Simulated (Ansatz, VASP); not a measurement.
This is a calculation of Pb for Ansatz 0.2.0.

Contents of input.yaml:

```yaml
crystal:
  lattice:
    - [0.0, 3.3687966822, 3.3687966822]
    - [3.3687966822, 0.0, 3.3687966822]
    - [3.3687966822, 3.3687966822, 0.0]
  atoms:
    - { symbol: Pb, position: [0.25, 0.25, 0.25] }
    - { symbol: Pb, position: [0.0, 0.0, 0.0] }
hamiltonian:
  xc: pbesol
  pseudopotentials: { kind: paw }
kpoints:
  mp_grid: { grid: [7, 7, 7] }
scf:
  occupations: { method: fermi_dirac, width: 0.05 }
output:
  forces: true
  stress: true
  eigenvalues: true
```

Potentials or basis: Ansatz PAW.

Run with:

```sh
$ ansatz run input.yaml --threads 1 --pin off --max-ram 3584MiB --backend cpu --events-out ev --progress --plain --runs-dir out
```

Task: Translate it to VASP 6.6.1. Potentials there: VASP PAW PBE potentials, release 64 (Pb_d).

Result: As run (the cutoff follows the program's own potentials):

The input INCAR:

```
ALGO = Normal
EDIFF = 1E-7
ENCUT = 520
GGA = PS
ISIF = 2
ISMEAR = -1
LASPH = True
LCHARG = False
LREAL = False
LWAVE = False
NBANDS = 21
NELM = 60
PREC = Accurate
SIGMA = 0.05
```

KPOINTS

```
k-points
0
Gamma
  7 7 7
```

Contents of POSCAR:

```
Pb
1.0
    0.0000000000      3.3687966822      3.3687966822
    3.3687966822      0.0000000000      3.3687966822
    3.3687966822      3.3687966822      0.0000000000
Pb
2
Direct
    0.2500000000      0.2500000000      0.2500000000
    0.0000000000      0.0000000000      0.0000000000
```

Potentials or basis: VASP PAW PBE potentials, release 64 (Pb_d).

Run with:

```bash
$ cat potpaw_PBE.64/Pb_d/POTCAR > POTCAR
$ mpirun -np 1 vasp_std > vasp.out
```

Both were run:

|  | VASP | Ansatz | Ansatz less VASP |
| --- | --- | --- | --- |
| gap on the k mesh at the Fermi level (eV) | none | none | - |
| pressure (GPa) | 2.7 | 2.8 | +0.07 |

A gap of «none» marks a metal or a gap that the smearing closes. The functional is the same, so the differences come from potentials, cutoffs and numerics.

Caveats: the PAW data sets were made with another functional, which shifts forces and pressure a little (VASP); the PAW data sets come from PBE, with cores solved anew for the run's functional, which leaves a small shift of forces and pressure (Ansatz). The runs have no spin-orbit coupling, so splittings on Pb are missing.
